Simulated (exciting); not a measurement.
A run of exciting (release sodium) is set up as follows.

The input input.xml:

```xml
<input>
  <title>TePb</title>
  <structure speciespath="./" tshift="false">
    <crystal scale="1">
      <basevect>0.000000000000 6.105705108666 6.105705108666</basevect>
      <basevect>6.105705108666 0.000000000000 6.105705108666</basevect>
      <basevect>6.105705108666 6.105705108666 0.000000000000</basevect>
    </crystal>
    <species speciesfile="Pb.xml" rmt="2.3">
      <atom coord="0.000000000000 0.000000000000 0.000000000000"/>
    </species>
    <species speciesfile="Te.xml" rmt="2.3">
      <atom coord="0.500000000000 0.500000000000 0.500000000000"/>
    </species>
  </structure>
  <groundstate do="fromscratch" ngridk="5 5 5" rgkmax="9" gmaxvr="14" lmaxapw="10" lmaxmat="10" lmaxvr="8" xctype="GGA_PBE" stype="Fermi Dirac" swidth="0.00183747" nempty="20" ValenceRelativity="iora*" epsengy="1e-05" epspot="1e-05" maxscl="60" outputlevel="normal">
    <spin spinorb="true"/>
  </groundstate>
  <properties>
    <bandstructure>
      <plot1d>
        <path steps="80">
          <point coord="0 0 0" label="G"/>
          <point coord="0.5 0 0.5" label="X"/>
          <point coord="0.5 0.25 0.75" label="W"/>
          <point coord="0.375 0.375 0.75" label="K"/>
          <point coord="0 0 0" label="G"/>
          <point coord="0.5 0.5 0.5" label="L"/>
          <point coord="0.625 0.25 0.625" label="U"/>
          <point coord="0.5 0.25 0.75" label="W"/>
          <point coord="0.5 0.5 0.5" label="L"/>
          <point coord="0.375 0.375 0.75" label="K" breakafter="true"/>
          <point coord="0.625 0.25 0.625" label="U"/>
          <point coord="0.5 0 0.5" label="X"/>
        </path>
      </plot1d>
    </bandstructure>
    <dos nwdos="300" winddos="-0.6 0.5" inttype="tetra" ngrdos="100" nsmdos="0"/>
  </properties>
</input>
```

Potentials or basis: all-electron LAPW+lo, shipped species files, valence relativity iora*.

The run is started by

```sh
$ OMP_NUM_THREADS=1 exciting_smp
```

(1) Estimate the band gap along the path.

## Answers

(1) 0.10 eV, direct.

Caveat: this odd mesh misses L, where the gap lies, so gap, dielectric constants and Born charges aren't listed; total energies with spin-orbit coupling aren't reliable in this program, so none is listed and the log's shouldn't be used; the tetrahedron DOS on this energy grid can lose part of the weight of narrow d or f bands.

**What was measured.**

A printed reference work, monograph reports, for a bulk crystal of TePb at 4.2 K: band gap 0.19 eV (direct).

Against the measured gap of TePb, 0.19 eV (direct; 4.2 K; a printed reference work, monograph), the calculated 0.10 eV is off by -0.09 eV. The value is that of PBE, without temperature or zero-point motion. Semilocal functionals fall short of measured gaps as a rule.
